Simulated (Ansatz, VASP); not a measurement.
This is a calculation of GaSb for VASP 6.6.1. 

The input INCAR:

```
SYSTEM = GaSb
PREC = Accurate
ENCUT = 520
EDIFF = 1E-7
ISMEAR = 0
SIGMA = 0.016
LREAL = .False.
LASPH = .True.
NELM = 80
ALGO = Fast
ISIF = 2
LWAVE = .False.
LCHARG = .False.
GGA = PE
```

KPOINTS

```
Automatic mesh
0
Gamma
  8 8 8
  0 0 0
```

File POSCAR:

```
GaSb
1.0
    0.0000000000      3.0590000000      3.0590000000
    3.0590000000      0.0000000000      3.0590000000
    3.0590000000      3.0590000000      0.0000000000
Sb Ga
1 1
Direct
    0.7500000000      0.7500000000      0.7500000000
    0.0000000000      0.0000000000      0.0000000000
```

Potentials or basis: VASP PAW PBE potentials, release 64 (Sb, Ga_d).

The run is started by

```console
$ cat potpaw_PBE.64/Sb/POTCAR potpaw_PBE.64/Ga_d/POTCAR > POTCAR
$ mpirun -np 1 vasp_std > vasp.out
```

**Question.** Translate it to Ansatz 0.2.0. Potentials or basis there: all-electron LAPW, scalar-relativistic.

**Answer.** As run (cutoffs and basis follow the program's own potentials, and thresholds, step limits or extra output files can differ):

Contents of input.yaml:

```yaml
crystal:
  lattice:
    - [0.0, 3.059, 3.059]
    - [3.059, 0.0, 3.059]
    - [3.059, 3.059, 0.0]
  atoms:
    - { symbol: Sb, position: [0.75, 0.75, 0.75] }
    - { symbol: Ga, position: [0.0, 0.0, 0.0] }
kpoints:
  mp_grid: { grid: [8, 8, 8] }
scf:
  occupations: { method: gaussian, width: 0.016 }
hamiltonian:
  xc: pbe
  pseudopotentials: { kind: all_electron, lapw: { basis_error: 0.001 } }
output:
  forces: true
  stress: true
  eigenvalues: true
```

Potentials or basis: all-electron LAPW, scalar-relativistic.

The run is started by

```sh
$ ansatz run input.yaml --threads 1 --pin off --max-ram 3072MiB --backend cpu --events-out ev --progress --plain --runs-dir out
```

Both were run:

|  | VASP | Ansatz |
| --- | --- | --- |
| Pressure | 2.4 GPa | 2.3 GPa |

Where Ansatz's input types no cutoff or centring, it takes its own default and a Γ-centred mesh.

Pressure is positive in compression.
